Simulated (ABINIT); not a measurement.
Input of an ABINIT 10.8.3 (patched build) run:

Contents of run.abi:

```
# Pseudopotentials
pp_dirpath "./"
pseudos "Mg.GGA_PBE-JTH.xml"

# Structure
acell 3*1.0
rprim
     6.0646980518     0.0000000000     0.0000000000
    -3.0323490259     5.2521825792     0.0000000000
     0.0000000000     0.0000000000     9.8460400271
ntypat 1
znucl 12
natom 2
typat 1 1
xred
     0.6666666667     0.3333333333     0.7500000000
     0.3333333333     0.6666666667     0.2500000000
chkprim 0
chksymtnons 0
tolsym 1.0e-6

# Plane-wave basis
ecut 19.0
pawecutdg 38.0

# k points
kptopt 1
ngkpt 10 10 5
nshiftk 1
shiftk 0.0 0.0 0.0

# Exchange and correlation
ixc 14
vdw_xc 6

# Bands and occupations
nband 14
occopt 3
tsmear 0.05 eV

# SCF cycle
nstep 100
tolvrs 1.0e-9

# Output
iomode 3
prtwf 0
prtden 0
prteig 0
prtebands 0

# Relaxation
ionmov 2
ntime 60
tolmxf 0.0005
optcell 2
dilatmx 1.08
ecutsm 0.5
strtarget 3*-6.797862e-04 3*0.0
```

Potentials or basis: JTH PAW PBE v2.0.

The run is started by

```sh
$ abinit run.abi > log 2>&1
```

(1) Predict the relaxed volume.

(2) What does it give for the space group after relaxing (to 0.05 Å)?

(3) Predict the relaxed cell.

Results:

(1) 16.29 Å³/atom.

(2) P6_3/mmc (No. 194).

(3) a = 2.845 Å, b = 2.845 Å, c = 4.646 Å, α = 90.00°, β = 90.00°, γ = 120.00°.

Caveat: the volume moved by over 15 % at a fixed basis, so the end points are rough; the PAW data sets were made with another functional, which shifts forces and pressure a little; pairwise dispersion overbinds metals, which lowers pressure and volume.
